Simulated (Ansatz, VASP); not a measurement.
## CdTe in VASP and in Ansatz

```
CELL_PARAMETERS angstrom
4.53255 0.00000 0.00000
2.26628 3.92531 0.00000
2.26628 1.30844 3.70081
ATOMIC_POSITIONS crystal
Cd 0.00000 0.00000 0.00000
Te 0.25000 0.25000 0.25000
```

Alike in both runs: task relaxation of cell and atoms; functional r2SCAN; k mesh 6 × 6 × 6; no spin polarisation.

```csv
,VASP,Ansatz
version,VASP 6.6.1,Ansatz 0.2.0
potentials or method,"VASP PAW PBE potentials, release 64 (Cd, Te)","plane waves, PAW"
plane-wave cutoff (eV),600,510
occupations,"gaussian, width 0.01 eV",fixed
valence electrons in the cell,18,36
```

VASP gave:

```
relaxed volume (Å³/atom)                                     : 35.31
relaxed cell length with the largest relative difference (Å) : 4.640
energy change over the relaxation (meV/atom)                 : -23
```

Estimate Ansatz's values.

relaxed volume (Å³/atom): 35.23; relaxed cell length with the largest relative difference (Å): 4.636; energy change over the relaxation (meV/atom): -22.

The two sets of potentials don't hold the same shells in valence.

Caveats: the PAW data sets were made with another functional, which shifts forces and pressure a little (VASP); spin-orbit coupling is left out, which moves the levels of the heavy elements. Zero-point motion and thermal expansion aren't in these numbers. r2SCAN opens gaps a little over a GGA but as a rule still falls short of measured ones.
